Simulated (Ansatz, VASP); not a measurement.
**One calculation of Ni, two programs**

```
Ni
1.0
     4.08513    0.00000    0.00000
    -2.04257    3.53783    0.00000
     0.00000    0.00000    2.45894
Ni
3
Direct
  0.00000 0.00000 0.00000
  0.33333 0.66667 0.50000
  0.66667 0.33333 0.50000
```

Alike in both runs: task single point; functional RPBE; k mesh 10 × 10 × 15; occupations fermi-dirac, width 0.1 eV; no spin polarisation.

|  | VASP | Ansatz |
| --- | --- | --- |
| version | VASP 6.6.1 | Ansatz 0.2.0 |
| potentials or method | VASP PAW PBE potentials, release 64 (Ni) | plane waves (420 eV) with PAW, scalar-relativistic |
| plane-wave cutoff (eV) | 520 | 420 |
| valence electrons in the cell | 30 | 54 |

VASP gave:

- pressure (GPa): -5.9
- largest component of the traceless stress (GPa): 0.04

**Question.** What did Ansatz give for the same quantities?

**Answer.** Pressure (GPa): -6.2; largest component of the traceless stress (GPa): 0.11.

The two sets of potentials don't hold the same shells in valence.

Caveats: the PAW data sets were made with another functional, which shifts forces and pressure a little (VASP); the run has no spin polarisation, though such a crystal can be magnetic. Spin polarisation is off, so any magnetic state and its effect on volume and gap are missing.
